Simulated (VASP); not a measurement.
## Vibrations of InSe: a test of the settings

How far do the zone-centre frequencies of InSe depend on the numerical settings? The starting structure is a computed structure from the Materials Project.

Main program and level: VASP 6.6.1; Kohn-Sham DFT with plane waves and PAW; LDA.

## (1) The structure

Symmetry: P-6m2, No. 187, hexagonal system. Conventional cell: a = 4.047 Å, b = 4.047 Å, c = 18.052 Å, α = 90.00°, β = 90.00°, γ = 120.00°. In has 3 Se at 2.65 Å and 1 In at 2.79 Å nearest. Nearest to Se lie 3 In at 2.65 Å. Nearest to Se lie 3 In at 2.65 Å. Farther neighbours and most contacts between anions are not listed.

Coordinates:

```cif
data_structure
_symmetry_space_group_name_H-M 'P-6m2'
_symmetry_Int_Tables_number 187
_cell_length_a 4.0473
_cell_length_b 4.0473
_cell_length_c 18.0521
_cell_angle_alpha 90.000
_cell_angle_beta 90.000
_cell_angle_gamma 120.000
_cell_volume 256.09
loop_
_atom_site_label
_atom_site_type_symbol
_atom_site_symmetry_multiplicity
_atom_site_Wyckoff_symbol
_atom_site_fract_x
_atom_site_fract_y
_atom_site_fract_z
_atom_site_occupancy
In1 In 2 h 0.33333 0.66667 0.07739 1
In2 In 2 g 0.00000 0.00000 0.42261 1
Se1 Se 2 h 0.33333 0.66667 0.35298 1
Se2 Se 2 i 0.66667 0.33333 0.14700 1
```

## (2) Reference modes

The cell comes from a relaxation at this level, not shown (222.94 Å³).

Contents of INCAR:

```
SYSTEM = InSe
PREC = Accurate
ENCUT = 450
EDIFF = 1E-08
NELM = 100
ISMEAR = 0
SIGMA = 0.03
LREAL = .FALSE.
ALGO = Normal
GGA = CA
NBANDS = 47
LORBIT = 11
LWAVE = .FALSE.
LCHARG = .FALSE.
KPAR = 4
IBRION = 8
LEPSILON = .TRUE.
ISIF = 2
```

Contents of POSCAR:

```
InSe
1.0
    3.9776146520      0.0000000000      0.0000000000
   -1.9888073260      3.4447153351      0.0000000000
    0.0000000000      0.0000000000     16.2709593191
In Se
4 4
Direct
    0.3333333333      0.6666666667      0.0843456828
    0.3333333333      0.6666666667      0.9156543172
    0.0000000000      0.0000000000      0.4156612558
    0.0000000000      0.0000000000      0.5843387442
    0.3333333333      0.6666666667      0.3377301405
    0.3333333333      0.6666666667      0.6622698595
    0.6666666667      0.3333333333      0.1623490864
    0.6666666667      0.3333333333      0.8376509136
```

Contents of KPOINTS:

```
Automatic mesh
0
Gamma
6 6 2
0 0 0
```

The projector-augmented-wave data sets are In_d and Se (LDA family, release 64).

Started as:

```sh
> mpirun -np 4 vasp_std
```

Output:

```text
[banner, memory and clock lines left out]
running    4 mpi-ranks, on    1 nodes
 distrk:  each k-point on    1 cores,    4 groups
 distr:  one band on    1 cores,    1 groups

 POSCAR found type information on POSCAR InSe
 POSCAR found :  2 types and       8 ions
 LDA part: xc-table for (Slater(with rela. corr.)+CA(PZ))
 , standard interpolation
 POSCAR, INCAR and KPOINTS ok, starting setup
 FFT: planning ... GRIDC
 FFT: planning ... GRID_SOFT
 FFT: planning ... GRID
 WAVECAR not read
 entering main loop
       N       E                     dE             d eps       ncg     rms          rms(c)
DAV:   1     0.752088527347E+03    0.75209E+03   -0.31617E+04  1316   0.167E+03
DAV:   2     0.807997330693E+02   -0.67129E+03   -0.65248E+03  1323   0.447E+02
DAV:   3    -0.271559890269E+02   -0.10796E+03   -0.10466E+03  1606   0.193E+02
DAV:   4    -0.340591179249E+02   -0.69031E+01   -0.68596E+01  1561   0.488E+01
DAV:   5    -0.343186934379E+02   -0.25958E+00   -0.25944E+00  1674   0.933E+00    0.110E+01
DAV:   6    -0.334195474521E+02    0.89915E+00   -0.14427E+00  1710   0.161E+01    0.635E+00
DAV:   7    -0.333408351725E+02    0.78712E-01   -0.92624E-01  1945   0.561E+00    0.130E+00
DAV:   8    -0.333295088556E+02    0.11326E-01   -0.10220E-01  1939   0.319E+00    0.110E+00
DAV:   9    -0.333287433120E+02    0.76554E-03   -0.14975E-02  1649   0.497E-01    0.643E-01
DAV:  10    -0.333277605151E+02    0.98280E-03   -0.18410E-03  1989   0.460E-01    0.240E-01
DAV:  11    -0.333276986085E+02    0.61907E-04   -0.62221E-04  1936   0.183E-01    0.382E-02
DAV:  12    -0.333276925543E+02    0.60542E-05   -0.73640E-05  1938   0.590E-02    0.350E-02
DAV:  13    -0.333276942385E+02   -0.16842E-05   -0.97805E-06  1672   0.143E-02    0.751E-03
DAV:  14    -0.333276938536E+02    0.38492E-06   -0.23848E-06  1896   0.163E-02    0.423E-03
DAV:  15    -0.333276938699E+02   -0.16327E-07   -0.32625E-07  1696   0.297E-03    0.139E-03
DAV:  16    -0.333276938628E+02    0.70522E-08   -0.61886E-08  1488   0.177E-03
   1 F= -.33327694E+02 E0= -.33327694E+02  d E =-.693431E-07
 Linear response reoptimize wavefunctions to high precision
DAV:   1    -0.333276938645E+02   -0.16935E-08   -0.15266E-08  1258   0.831E-04
DAV:   2    -0.333276938646E+02   -0.81855E-10   -0.16058E-09   952   0.292E-04
DAV:   3    -0.333276938648E+02   -0.14552E-09   -0.50934E-10   938   0.156E-04
 Linear response G [H, r] |phi>, progress :
  Direction:   1
       N       E                     dE             d eps       ncg     rms
RMM:   1    -0.206843352090E+03   -0.20684E+03    0.15951E+03  1786   0.184E+02
RMM:   2    -0.252642411278E+03   -0.45799E+02   -0.14912E+02  2323   0.518E+01
RMM:   3    -0.256097825800E+03   -0.34554E+01   -0.20057E+01  2330   0.201E+01
RMM:   4    -0.256328814324E+03   -0.23099E+00   -0.25362E+00  2463   0.612E+00
RMM:   5    -0.256325433060E+03    0.33813E-02   -0.44252E-01  2488   0.270E+00
RMM:   6    -0.256337163885E+03   -0.11731E-01   -0.58896E-02  2578   0.853E-01
RMM:   7    -0.256338804569E+03   -0.16407E-02   -0.16205E-02  2679   0.376E-01
RMM:   8    -0.256338449481E+03    0.35509E-03   -0.17573E-03  2797   0.146E-01
RMM:   9    -0.256338690424E+03   -0.24094E-03   -0.18314E-03  2762   0.632E-02
RMM:  10    -0.256338512776E+03    0.17765E-03    0.95077E-04  2845   0.378E-02
RMM:  11    -0.256338592961E+03   -0.80185E-04    0.14144E-03  2817   0.278E-02
RMM:  12    -0.256338560139E+03    0.32822E-04   -0.81910E-04  2790   0.211E-02
RMM:  13    -0.256338592651E+03   -0.32512E-04    0.69778E-04  2748   0.195E-02
RMM:  14    -0.256338583457E+03    0.91941E-05   -0.58755E-04  2817   0.189E-02
RMM:  15    -0.256338582122E+03    0.13349E-05    0.24258E-04  2813   0.185E-02
RMM:  16    -0.256338582850E+03   -0.72824E-06   -0.93719E-04  2878   0.184E-02
 Linear response G [H, r] |phi>, progress :
  Direction:   2
       N       E                     dE             d eps       ncg     rms
RMM:   1    -0.215422889872E+03   -0.21542E+03    0.14363E+03  1808   0.181E+02
RMM:   2    -0.278436243419E+03   -0.63013E+02   -0.15227E+02  2313   0.522E+01
RMM:   3    -0.281556357386E+03   -0.31201E+01   -0.17804E+01  2335   0.197E+01
RMM:   4    -0.281803763734E+03   -0.24741E+00   -0.24190E+00  2429   0.592E+00
RMM:   5    -0.281799748689E+03    0.40150E-02   -0.40447E-01  2429   0.254E+00
RMM:   6    -0.281810056332E+03   -0.10308E-01   -0.99308E-02  2560   0.908E-01
RMM:   7    -0.281808939695E+03    0.11166E-02   -0.20511E-02  2540   0.366E-01
RMM:   8    -0.281808600767E+03    0.33893E-03   -0.69686E-03  2722   0.167E-01
RMM:   9    -0.281808363553E+03    0.23721E-03   -0.25592E-03  2674   0.727E-02
RMM:  10    -0.281808276106E+03    0.87447E-04   -0.11795E-03  2689   0.381E-02
RMM:  11    -0.281808314879E+03   -0.38773E-04   -0.14997E-03  2703   0.235E-02
RMM:  12    -0.281808247782E+03    0.67097E-04   -0.10720E-03  2688   0.191E-02
RMM:  13    -0.281808222999E+03    0.24783E-04   -0.13662E-04  2592   0.173E-02
RMM:  14    -0.281808218640E+03    0.43591E-05    0.12402E-03  2649   0.165E-02
RMM:  15    -0.281808222010E+03   -0.33697E-05   -0.86102E-04  2652   0.162E-02
RMM:  16    -0.281808205877E+03    0.16133E-04    0.21101E-03  2698   0.160E-02
 Linear response G [H, r] |phi>, progress :
  Direction:   3
       N       E                     dE             d eps       ncg     rms
[...]
RMM:   3    -0.108677791409E+00   -0.14604E-03   -0.11706E-03  2388   0.149E-01    0.492E-02
RMM:   4    -0.108667279106E+00    0.10512E-04   -0.23473E-04  2429   0.454E-02    0.210E-02
RMM:   5    -0.108667703509E+00   -0.42440E-06   -0.15779E-04  2435   0.217E-02    0.956E-03
RMM:   6    -0.108653075209E+00    0.14628E-04   -0.47943E-05  2426   0.681E-03    0.912E-03
RMM:   7    -0.108647436058E+00    0.56392E-05   -0.82228E-06  2453   0.287E-03    0.490E-03
RMM:   8    -0.108650561204E+00   -0.31251E-05   -0.13194E-05  2432   0.267E-03    0.141E-03
RMM:   9    -0.108649057017E+00    0.15042E-05    0.26544E-06  2567   0.935E-04    0.489E-04
RMM:  10    -0.108649736578E+00   -0.67956E-06   -0.72183E-07  2545   0.375E-04    0.348E-04
RMM:  11    -0.108649730020E+00    0.65581E-08    0.23000E-06  2511   0.264E-04    0.536E-05
RMM:  12    -0.108649707217E+00    0.22804E-07    0.30343E-06  2647   0.174E-04    0.472E-05
RMM:  13    -0.108649670335E+00    0.36881E-07    0.34287E-06  2621   0.141E-04    0.291E-05
RMM:  14    -0.108649726309E+00   -0.55974E-07    0.37392E-06  2703   0.129E-04    0.486E-06
[...]
RMM:  20    -0.108649711516E+00    0.23182E-07    0.37607E-06  2487   0.122E-04    0.179E-06
RMM:  21    -0.108649697778E+00    0.13737E-07    0.37834E-06  2513   0.122E-04    0.114E-06
RMM:  22    -0.108649658291E+00    0.39488E-07    0.38258E-06  2541   0.122E-04    0.907E-07
RMM:  23    -0.108649723678E+00   -0.65387E-07    0.38279E-06  2554   0.122E-04    0.653E-07
RMM:  24    -0.108649743909E+00   -0.20231E-07    0.38409E-06  2551   0.122E-04    0.670E-07
RMM:  25    -0.108649716538E+00    0.27371E-07    0.38102E-06  2567   0.122E-04    0.693E-07
RMM:  26    -0.108649707558E+00    0.89808E-08    0.38338E-06  2586   0.122E-04    0.419E-07
RMM:  27    -0.108649714434E+00   -0.68769E-08    0.38321E-06  2625   0.122E-04    0.706E-08
 first order change of Fermi-energy   0.24455E+00
 force on displaced ion       5 direction 3 :  -0.000  -0.000  -6.972
 Born effective charge ion    5 direction 3 :   0.000   0.000  -1.938
 Linear response progress:
  Degree of freedom:   7/  8
       N       E                     dE             d eps       ncg     rms          rms(c)
RMM:   1    -0.835099774078E-01   -0.83510E-01    0.74633E-02  7451   0.105E+00
RMM:   2    -0.808297116362E-01    0.26803E-02   -0.19273E-03  5560   0.363E-01    0.120E-01
RMM:   3    -0.814260957462E-01   -0.59638E-03   -0.11627E-03  7003   0.143E-01    0.463E-02
RMM:   4    -0.815983291978E-01   -0.17223E-03   -0.12775E-04  6923   0.433E-02    0.156E-02
RMM:   5    -0.816626991897E-01   -0.64370E-04   -0.13379E-05  7229   0.148E-02    0.629E-03
RMM:   6    -0.816511167709E-01    0.11582E-04   -0.17483E-06  7225   0.466E-03    0.224E-03
RMM:   7    -0.816501670450E-01    0.94973E-06   -0.14459E-06  7576   0.168E-03    0.917E-04
RMM:   8    -0.816518063878E-01   -0.16393E-05   -0.34284E-07  7176   0.665E-04    0.425E-04
RMM:   9    -0.816524719016E-01   -0.66551E-06   -0.33641E-07  7521   0.335E-04    0.131E-04
RMM:  10    -0.816524133202E-01    0.58581E-07   -0.36339E-07  7402   0.214E-04    0.643E-05
RMM:  11    -0.816524406663E-01   -0.27346E-07   -0.37984E-07  7179   0.163E-04    0.770E-06
RMM:  12    -0.816524197927E-01    0.20874E-07   -0.32452E-07  6972   0.147E-04    0.182E-05
RMM:  13    -0.816524308934E-01   -0.11101E-07   -0.35413E-07  7144   0.139E-04    0.406E-06
RMM:  14    -0.816524400835E-01   -0.91901E-08   -0.32904E-07  6731   0.135E-04    0.527E-06
RMM:  15    -0.816524399203E-01    0.16323E-09   -0.36587E-07  6548   0.134E-04    0.440E-06
RMM:  16    -0.816524297702E-01    0.10150E-07   -0.36396E-07  6502   0.134E-04    0.442E-06
RMM:  17    -0.816524323197E-01   -0.25495E-08   -0.35715E-07  6567   0.134E-04    0.416E-06
RMM:  18    -0.816524063492E-01    0.25971E-07   -0.37301E-07  6626   0.133E-04    0.421E-06
 first order change of Fermi-energy  -0.45880E-04
 force on displaced ion       7 direction 1 :  -5.584  -0.002  -0.000
 Born effective charge ion    7 direction 1 :  -2.514   0.000   0.000
 Linear response progress:
  Degree of freedom:   8/  8
       N       E                     dE             d eps       ncg     rms          rms(c)
RMM:   1    -0.110282688630E+00   -0.11028E+00    0.93460E-02  2595   0.106E+00
RMM:   2    -0.108603997691E+00    0.16787E-02   -0.31889E-03  1986   0.338E-01    0.135E-01
RMM:   3    -0.108632401568E+00   -0.28404E-04   -0.92345E-04  2392   0.145E-01    0.493E-02
RMM:   4    -0.108638026539E+00   -0.56250E-05   -0.19566E-04  2427   0.444E-02    0.209E-02
RMM:   5    -0.108634040781E+00    0.39858E-05   -0.10310E-04  2430   0.211E-02    0.962E-03
RMM:   6    -0.108623912830E+00    0.10128E-04   -0.42943E-05  2414   0.679E-03    0.953E-03
RMM:   7    -0.108618916008E+00    0.49968E-05   -0.10105E-05  2461   0.274E-03    0.544E-03
RMM:   8    -0.108620312272E+00   -0.13963E-05   -0.91667E-06  2427   0.275E-03    0.169E-03
RMM:   9    -0.108619538010E+00    0.77426E-06   -0.22203E-07  2563   0.927E-04    0.641E-04
RMM:  10    -0.108620236313E+00   -0.69830E-06   -0.49758E-06  2578   0.358E-04    0.540E-04
RMM:  11    -0.108620467994E+00   -0.23168E-06   -0.27193E-06  2475   0.297E-04    0.116E-04
RMM:  12    -0.108620445419E+00    0.22575E-07   -0.26767E-06  2611   0.174E-04    0.457E-05
RMM:  13    -0.108620437897E+00    0.75220E-08   -0.21421E-06  2619   0.135E-04    0.560E-05
RMM:  14    -0.108620470082E+00   -0.32185E-07   -0.26676E-06  2643   0.127E-04    0.259E-05
[...]
RMM:  26    -0.108620509455E+00   -0.34109E-07   -0.28008E-06  2597   0.114E-04    0.917E-07
RMM:  27    -0.108620513492E+00   -0.40370E-08   -0.27676E-06  2615   0.114E-04    0.774E-07
RMM:  28    -0.108620488911E+00    0.24581E-07   -0.27517E-06  2626   0.114E-04    0.650E-07
RMM:  29    -0.108620499690E+00   -0.10779E-07   -0.27410E-06  2638   0.114E-04    0.645E-07
RMM:  30    -0.108620481751E+00    0.17939E-07   -0.27492E-06  2644   0.114E-04    0.485E-07
RMM:  31    -0.108620504103E+00   -0.22352E-07   -0.27362E-06  2658   0.114E-04    0.430E-07
RMM:  32    -0.108620503784E+00    0.31913E-09   -0.27425E-06  2665   0.114E-04    0.422E-07
RMM:  33    -0.108620472440E+00    0.31344E-07   -0.27145E-06  2674   0.114E-04    0.436E-07
 first order change of Fermi-energy  -0.22960E+00
 force on displaced ion       7 direction 3 :   0.000  -0.000  -6.826
 Born effective charge ion    7 direction 3 :   0.000  -0.000  -1.864
 Born effective charges drift removed
 Linear response finished
```

Elapsed: 16 min, on 4 MPI ranks of Intel Xeon 6975P-C (Granite Rapids), shared host; peak memory 3.6 GiB; 64 min of CPU time.

Lines that name or quote the potential files are left out of all logs, and their timing lines are given in words.

[end of part 1 of 3]

[Lines on the potential files, build, host, timing and source positions are cut from VASP's logs without a mark.]

[Logs are printed without paths, hosts, clocks, repeated set-up lines and the standing remarks that a program may print on its own settings, such as how far it seeks lower states.]

[Hosts, paths, dates, database ids (printed as entryN), source tags and the programs' standing remarks are cut or masked in the printed files.]
